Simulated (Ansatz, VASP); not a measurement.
**Two plane-wave programs on Mo**

```
Mo
1.0
    -1.57339    1.57339    1.57339
     1.57339   -1.57339    1.57339
     1.57339    1.57339   -1.57339
Mo
1
Direct
  0.00000 0.00000 0.00000
```

Alike in both runs: task relaxation of cell and atoms; functional PBEsol; k mesh 19 × 19 × 19; occupations fermi-dirac, width 0.1 eV; no spin polarisation.

|  | VASP | Ansatz |
| --- | --- | --- |
| version | VASP 6.6.1 | Ansatz 0.2.0 |
| potentials or method | VASP PAW PBE potentials, release 64 (Mo_sv) | PAW with Ansatz's default frozen-core files, scalar-relativistic |
| plane-wave cutoff (eV) | 600 | 420 |
| valence electrons in the cell | 14 | 14 |

```csv
,VASP,Ansatz,Ansatz less VASP
relaxed volume (Å³/atom),15.35,15.32,-0.024
relaxed cell length with the largest relative difference (Å),2.712,2.710,-0.0014
energy change over the relaxation (meV/atom),-3,-4,-0.6
```

Caveats: the PAW data sets were made with another functional, which shifts forces and pressure a little (VASP).
